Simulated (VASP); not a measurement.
# Sc (P6_3/mmc) in VASP: notebook

One crystal, Sc, is run at these levels: r2SCAN, PBEsol; tasks: relaxation of cell and atoms.

Program: VASP 6.6.1. These are calculated values, not measurements. Logs are shortened: lines on timing, memory, paths and dates and some standing lists are left out, and cuts for length are marked.

## (1) Starting point

The structure is hexagonal, space group P6_3/mmc (No. 194). The conventional cell has a = 3.337 Å, b = 3.337 Å, c = 5.179 Å, α = 90.00°, β = 90.00°, γ = 120.00°. Sc (site symmetry -6m2) is surrounded by 12 Sc at 3.23 to 3.34 Å.

## (2) Relaxation of cell and atoms, r2SCAN

Input file INCAR:

```
  PREC = Accurate
  ENCUT = 600
  EDIFF = 1E-7
  ISMEAR = 1
  SIGMA = 0.1
  LREAL = False
  LASPH = True
  NELM = 80
  ALGO = Normal
  ISIF = 3
  LWAVE = False
  LCHARG = False
  METAGGA = R2SCAN
  LMIXTAU = True
  IBRION = 2
  NSW = 90
  EDIFFG = -0.005
```

Input file KPOINTS:

```
regular mesh
0
Gamma
  15 15 7
```

Input file POSCAR:

```
Sc                                      
1.0
    3.3367744238     -0.0000000000     -0.0000000000
   -1.6683872119      2.8897314177      0.0000000000
   -0.0000000000      0.0000000000      5.1785881893
  Sc            
     2
Direct
     0.3333333332999970    0.6666666667000030    0.2500000000000000
     0.6666666667000030    0.3333333332999970    0.7500000000000000
```

Potentials or basis: VASP PAW PBE potentials, release 64 (Sc_sv).

Launch:

```
cat potpaw_PBE.64/Sc_sv/POTCAR > POTCAR
mpirun -np 1 vasp_std > vasp.out
```

OUTCAR:

```text
PREC = Accurate
   ENCUT = 600
   EDIFF = 1E-7
   ISMEAR = 1
   LREAL = False
   LASPH = True
   NELM = 80
   ISIF = 3
   METAGGA = R2SCAN
   IBRION = 2
   NSW = 90
   EDIFFG = -0.005

 ion  position               nearest neighbor table
   1  0.333  0.667  0.250-   2 3.23   2 3.23   2 3.23   2 3.23   2 3.23   2 3.23
   2  0.667  0.333  0.750-   1 3.23   1 3.23   1 3.23   1 3.23   1 3.23   1 3.23

  LATTYP: Found a hexagonal cell.
 ALAT       =     3.3367744238
 C/A-ratio  =     1.5519743116

  Lattice vectors:

 A1 = (   3.3367744238,   0.0000000000,   0.0000000000)
 A2 = (  -1.6683872119,   2.8897314177,   0.0000000000)
 A3 = (   0.0000000000,   0.0000000000,   5.1785881893)

Analysis of symmetry for initial positions (statically):
=====================================================================
 Subroutine PRICEL returns:
 Original cell was already a primitive cell.

 Routine SETGRP: Setting up the symmetry group for a
 hexagonal supercell.

 Subroutine GETGRP returns: Found 24 space group operations
 (whereof 12 operations were pure point group operations)
 out of a pool of 24 trial point group operations.

The static configuration has the point symmetry D_3d.
 The point group associated with its full space group is D_6h.

Analysis of symmetry for dynamics (positions and initial velocities):
=====================================================================
 Subroutine PRICEL returns:
 Original cell was already a primitive cell.

 Routine SETGRP: Setting up the symmetry group for a
 hexagonal supercell.

 Subroutine GETGRP returns: Found 24 space group operations
 (whereof 12 operations were pure point group operations)
 out of a pool of 24 trial point group operations.

The dynamic configuration has the point symmetry D_3d.
 The point group associated with its full space group is D_6h.

 Subroutine INISYM returns: Found 24 space group operations
 (whereof 12 operations are pure point group operations),
 and found     1 'primitive' translations

----------------------------------------------------------------------------------------

                                     Primitive cell

  volume of cell :      49.9339

  direct lattice vectors                    reciprocal lattice vectors
     3.336774424  0.000000000  0.000000000     0.299690621  0.173026461  0.000000000
    -1.668387212  2.889731418  0.000000000     0.000000000  0.346052922  0.000000000
     0.000000000  0.000000000  5.178588189     0.000000000  0.000000000  0.193102823

  length of vectors
     3.336774424  3.336774424  5.178588189     0.346052922  0.346052922  0.193102823

  position of ions in fractional coordinates (direct lattice)
     0.333333333  0.666666667  0.250000000
     0.666666667  0.333333333  0.750000000

  ion indices of the primitive-cell ions
   primitive index   ion index
                 1           1
                 2           2

----------------------------------------------------------------------------------------

 KPOINTS: regular mesh

Automatic generation of k-mesh.
 Grid dimensions read from file:
 generate k-points for:   15   15    7

 Generating k-lattice:

  Cartesian coordinates                     Fractional coordinates (reciprocal lattice)
     0.019979375  0.011535097  0.000000000     0.066666667  0.000000000  0.000000000
     0.000000000  0.023070195  0.000000000     0.000000000  0.066666667  0.000000000
     0.000000000  0.000000000  0.027586118     0.000000000  0.000000000  0.142857143

  Length of vectors
     0.023070195  0.023070195  0.027586118

  Shift w.r.t. Gamma in fractional coordinates (k-lattice)
     0.000000000  0.000000000  0.000000000

 Subroutine IBZKPT returns following result:
 ===========================================

 Found    108 irreducible k-points:

 Following reciprocal coordinates:
            Coordinates               Weight
  0.000000  0.000000  0.000000      1.000000
  0.066667 -0.000000  0.000000      6.000000
  0.133333 -0.000000  0.000000      6.000000
  0.200000 -0.000000  0.000000      6.000000
  0.266667 -0.000000  0.000000      6.000000
  0.333333 -0.000000  0.000000      6.000000
[... 16 lines left out ...]
  0.333333  0.200000  0.000000     12.000000
  0.400000  0.200000  0.000000      6.000000
 [... further k-points ...]
   k-points           NKPTS =    108   k-points in BZ     NKDIM =    108   number of bands    NBANDS=     15
   number of dos      NEDOS =    301   number of ions     NIONS =      2
   total plane-waves  NPLWV =  32928
   dimension x,y,z NGX =    28 NGY =   28 NGZ =   42
   dimension x,y,z NGXF=    56 NGYF=   56 NGZF=   84
   ions per type =               2
   NGX,Y,Z   is equivalent  to a cutoff of  13.95, 13.95, 13.48 a.u.
   NGXF,Y,Z  is equivalent  to a cutoff of  27.90, 27.90, 26.97 a.u.
 SYSTEM =  unknown system
   PREC   = accura    normal or accurate (medium, high low for compatibility)
   ISTART =      0    job   : 0-new  1-cont  2-samecut
   ICHARG =      2    charge: 1-file 2-atom 10-const
   ISPIN  =      1    spin polarized calculation?
   LNONCOLLINEAR =      F non collinear calculations
   LSORBIT =      F    spin-orbit coupling
   LASPH  =      T    aspherical Exc in radial PAW
   ENCUT  =  600.0 eV  44.10 Ry    6.64 a.u.   6.66  6.66 10.34*2*pi/ulx,y,z
   NELM   =     80;   NELMIN=  2; NELMDL= -5     # of ELM steps
   EDIFF  = 0.1E-06   stopping-criterion for ELM
   LREAL  =      F    real-space projection
   EDIFFG = -.5E-02   stopping-criterion for IOM
   NSW    =     90    number of steps for IOM
   IBRION =      2    ionic relax: 0-MD 1-quasi-New 2-CG
   NFREE  =      1    steps in history (QN), initial steepest desc. (CG)
   ISIF   =      3    stress and relaxation
   ISYM   =      2    0-nonsym 1-usesym 2-fastsym
   POTIM  = 0.5000    time-step for ionic-motion
   TEBEG  =    0.0;   TEEND  =   0.0 temperature during run
   PSTRESS=    0.0 pullay stress
   NELECT =      22.0000    total number of electrons
   NUPDOWN=      -1.0000    fix difference up-down
   EMIN   =  10.00;   EMAX   =-10.00  energy-range for DOS
   EFERMI =   0.00;   METHOD = LEGACY
   ISMEAR =     1;   SIGMA  =   0.10  broadening in eV -4-tet -1-fermi 0-gaus
   EFERMI_NEDOS =   21; number of points for ismear=-14 and -15
   IALGO  =     38    algorithm
   IMIX   =      4    mixing-type and parameters
     AMIX     =   0.40;   BMIX     =  1.00
     AMIX_MAG =   1.60;   BMIX_MAG =  1.00
  volume/ion in A,a.u.               =      24.97       168.49
  Fermi-wavevector in a.u.,A,eV,Ry     =   1.245711  2.354052 21.113451  1.551795
  Thomas-Fermi vector in A             =   2.379921
   LORBIT       =      0    0 simple, 1 ext, 2 COOP (PROOUT), +10 PAW based schemes
   METAGGA = R2SCAN    functional components
   LHFCALC =     F    Hartree Fock is set to
   AEXX    =    0.0000 exact exchange contribution
   IVDW    =     0    specifies the selected vdW correction
   LEPSILON=     F    determine dielectric tensor
   LRPA    =     F    only Hartree local field effects (RPA)
 conjugate gradient relaxation of ions
 non-spin polarized calculation
 Methfessel and Paxton  Order N= 1 SIGMA  =   0.10
  energy-cutoff  :      600.00
  volume of cell :       49.93
 maximum number of plane-waves:      1701
 NGX is ok and might be reduce to    28
   NGX = 13   NGY = 13   NGZ = 21

 number of electron      21.9999998 magnetization

 Free energy of the ion-electron system (eV)
  ---------------------------------------------------
  ext. energy  EPLUGINS =         0.00000000
  ---------------------------------------------------
  free energy    TOTEN  =       -22.71248517 eV

  energy without entropy =      -22.71252347  energy(sigma->0) =      -22.71249794

 E-fermi :   3.6446     XC(G=0): -10.5482

 val. band max:        3.6424454894   @ k =   0.2667   0.1333   0.1429
 cond. band min:       3.6475101809   @ k =   0.4000  -0.0000   0.2857
 fundamental gap:      0.0050646916
 Fermi energy:         3.6446190817

 k-point     1 :       0.0000    0.0000    0.0000
  band No.  band energies     occupation
      1     -47.9067      2.00000
      2     -47.8355      2.00000
      3     -25.7665      2.00000
      4     -25.4192      2.00000
      5     -25.4192      2.00000
      6     -25.3527      2.00000
      7     -25.3527      2.00000
      8     -25.3290      2.00000
      9      -1.8316      2.00000
     10       1.9704      2.00000
     11       4.1132     -0.00000
     12       5.4286     -0.00000
     13       5.4287     -0.00000
     14       5.7280      0.00000
     15       5.9115      0.00000

 k-point     2 :       0.0667   -0.0000    0.0000
  band No.  band energies     occupation
      1     -47.9046      2.00000
      2     -47.8348      2.00000
      3     -25.7606      2.00000
      4     -25.4302      2.00000
      5     -25.4231      2.00000
      6     -25.3643      2.00000
      7     -25.3540      2.00000
      8     -25.3318      2.00000
      9      -1.7312      2.00000
     10       2.0525      2.00000
     11       4.0388     -0.00000
     12       5.2348     -0.00000
     13       5.5005     -0.00000
     14       5.8344      0.00000
     15       5.8770      0.00000

 k-point     3 :       0.1333   -0.0000    0.0000
  band No.  band energies     occupation
      1     -47.8987      2.00000
      2     -47.8330      2.00000
      3     -25.7436      2.00000
      4     -25.4613      2.00000
      5     -25.4338      2.00000
      6     -25.3965      2.00000
      7     -25.3580      2.00000
      8     -25.3401      2.00000
      9      -1.4360      2.00000
     10       2.2827      2.00000
     11       3.8500     -0.01340
     12       4.8777     -0.00000
     13       5.6686      0.00000
     14       5.7116      0.00000
     15       5.9177      0.00000
[... 343 lines left out ...]
 k-point    23 :       0.3333    0.2000    0.0000
  band No.  band energies     occupation
      1     -47.8478      2.00000
      2     -47.8287      2.00000
      3     -25.6447      2.00000
      4     -25.5835      2.00000
      5     -25.5684      2.00000
      6     -25.5301      2.00000
      7     -25.4520      2.00000
      8     -25.4430      2.00000
      9       1.9344      2.00000
     10       3.0222      2.00000
     11       3.1426      2.00000
     12       3.1919      2.00000
     13       4.8483     -0.00000
     14       5.0571     -0.00000
     15       5.7411      0.00000

 k-point    24 :       0.4000    0.2000    0.0000
  band No.  band energies     occupation
      1     -47.8444      2.00000
      2     -47.8300      2.00000
      3     -25.6533      2.00000
      4     -25.5784      2.00000
      5     -25.5528      2.00000
      6     -25.5445      2.00000
      7     -25.4652      2.00000
      8     -25.4470      2.00000
      9       2.3673      2.00000
     10       2.7585      2.00000
     11       3.1328      2.00000
     12       3.1459      2.00000
     13       4.8932     -0.00000
     14       4.9286     -0.00000
     15       5.8345      0.00000

 [... further k-points ...]
[... 5 lines left out ...]
  --------------------------------------------------------------------------------------
  -------------------------------------------------------------------------------------
  Total        0.0004553      0.0004553      0.0061406      0.0000000      0.0000000     -0.0000000
  in kB        0.0146094      0.0146094      0.1970271      0.0000000      0.0000000     -0.0000000
  external PRESSURE =       0.0754153 kB  Pullay stress =       0.0000000 kB

 VOLUME and BASIS-vectors are now :
 -----------------------------------------------------------------------------
  energy-cutoff  :      600.00
  volume of cell :       49.93
      direct lattice vectors                 reciprocal lattice vectors
     3.336774424  0.000000000  0.000000000     0.299690621  0.173026461  0.000000000
    -1.668387212  2.889731418  0.000000000     0.000000000  0.346052922  0.000000000
     0.000000000  0.000000000  5.178588189     0.000000000  0.000000000  0.193102823

 POSITION                                       TOTAL-FORCE (eV/Angst)
 -----------------------------------------------------------------------------------
     -0.00000      1.92649      1.29465        -0.000000     -0.000000      0.000000
      1.66839      0.96324      3.88394         0.000000      0.000000      0.000000
 -----------------------------------------------------------------------------------
    total drift:                               -0.000000      0.000000     -0.000000

  FREE ENERGIE OF THE ION-ELECTRON SYSTEM (eV)
  ---------------------------------------------------
  free  energy   TOTEN  =       -22.7124851693 eV

  energy  without entropy=      -22.7125234701  energy(sigma->0) =      -22.71249794

 reached required accuracy - stopping structural energy minimisation
```

It took 4.5 min on 1 thread of Intel Xeon 6975P-C (Granite Rapids), shared host; peak memory 0.24 GiB.

Results:

```
Free energy             : -22.7125 eV
Pressure after relaxing : 0.0 GPa
Band gap on the k mesh  : none (metal or under the smearing width)
```

Final structure:
```
Sc
1.0
     3.33677    0.00000    0.00000
    -1.66839    2.88973    0.00000
     0.00000    0.00000    5.17859
Sc
2
Direct
  0.33333 0.66667 0.25000
  0.66667 0.33333 0.75000
```

Levels at points of the mesh, in eV from the Fermi level:
| k point | band 7 | band 8 | band 9 | band 10 | band 11 | band 12 | band 13 | band 14 | band 15 |
| --- | --- | --- | --- | --- | --- | --- | --- | --- | --- |
| (0.00, 0.00, 0.00) | -29.00 | -28.97 | -5.48 | -1.67 | 0.47 | 1.78 | 1.78 | 2.08 | 2.27 |

Caveat: the relaxation stopped at its first step, so nothing moved; the PAW data sets were made with another functional, which shifts forces and pressure a little.

## (3) Relaxation of cell and atoms, PBEsol

Input file INCAR:

```
  ALGO = Normal
  EDIFF = 1E-6
  EDIFFG = -0.01
  ENCUT = 600
  GGA = PS
  IBRION = 2
  ISIF = 3
  ISMEAR = 1
  LASPH = True
  LCHARG = False
  LREAL = False
  LWAVE = False
  NELM = 80
  NSW = 90
  PREC = Accurate
  SIGMA = 0.1
```

Input file KPOINTS:

```
k-points
0
Gamma
  15 15 7
```

Input file POSCAR:

```
Sc
1.0
    3.3090000000      0.0000000000      0.0000000000
   -1.6545000000      2.8656780611      0.0000000000
    0.0000000000      0.0000000000      5.2733000000
Sc
2
Direct
    0.3333333333      0.6666666667      0.2500000000
    0.6666666667      0.3333333333      0.7500000000
```

Potentials or basis: VASP PAW PBE potentials, release 64 (Sc_sv).

Launch:

```
cat potpaw_PBE.64/Sc_sv/POTCAR > POTCAR
mpirun -np 1 vasp_std > vasp.out
```

Run time: 2.5 min. Hardware: 1 thread of Intel Xeon 6975P-C (Granite Rapids), shared host; peak memory 0.24 GiB.

Results (log left out):

```yaml
Free_energy: -13.2131 eV
Relaxed_volume: 23.64 Å³/atom
Relaxed_cell: a = 3.280 Å, b = 3.280 Å, c = 5.074 Å, α = 90.00°, β = 90.00°, γ = 120.00°
Space_group_after_relaxing_to_0.05_Å: P6_3/mmc (No. 194)
Energy_gained_by_relaxing: 15.7 meV/atom
Ionic_steps: 6
Pressure_after_relaxing: 0.1 GPa
Band_gap_on_the_k_mesh: none (metal or under the smearing width)
```

Step by step:
| step | energy change (eV) | largest force (eV/Å) | pressure (GPa) | volume (Å³) |
| --- | --- | --- | --- | --- |
| 1 | 0.0000 | 0.0000 | -2.86 | 50.00 |
| 2 | -0.0286 | 0.0000 | 0.63 | 46.84 |
| 3 | -0.0291 | 0.0000 | 0.22 | 47.17 |
| 4 | -0.0311 | 0.0000 | 0.12 | 47.24 |
| 5 | -0.0314 | 0.0000 | 0.07 | 47.27 |
| 6 | -0.0314 | 0.0000 | 0.06 | 47.28 |

Final structure:
```
CELL_PARAMETERS angstrom
3.28000 0.00000 0.00000
-1.64000 2.84056 0.00000
0.00000 0.00000 5.07410
ATOMIC_POSITIONS crystal
Sc 0.33333 0.66667 0.25000
Sc 0.66667 0.33333 0.75000
```

Levels at points of the mesh, in eV from the Fermi level:
| k point | band 7 | band 8 | band 9 | band 10 | band 11 | band 12 | band 13 | band 14 | band 15 |
| --- | --- | --- | --- | --- | --- | --- | --- | --- | --- |
| (0.00, 0.00, 0.00) | -27.59 | -27.55 | -5.22 | -1.70 | 0.77 | 1.62 | 1.62 | 1.95 | 2.11 |

Caveat: the PAW data sets were made with another functional, which shifts forces and pressure a little.
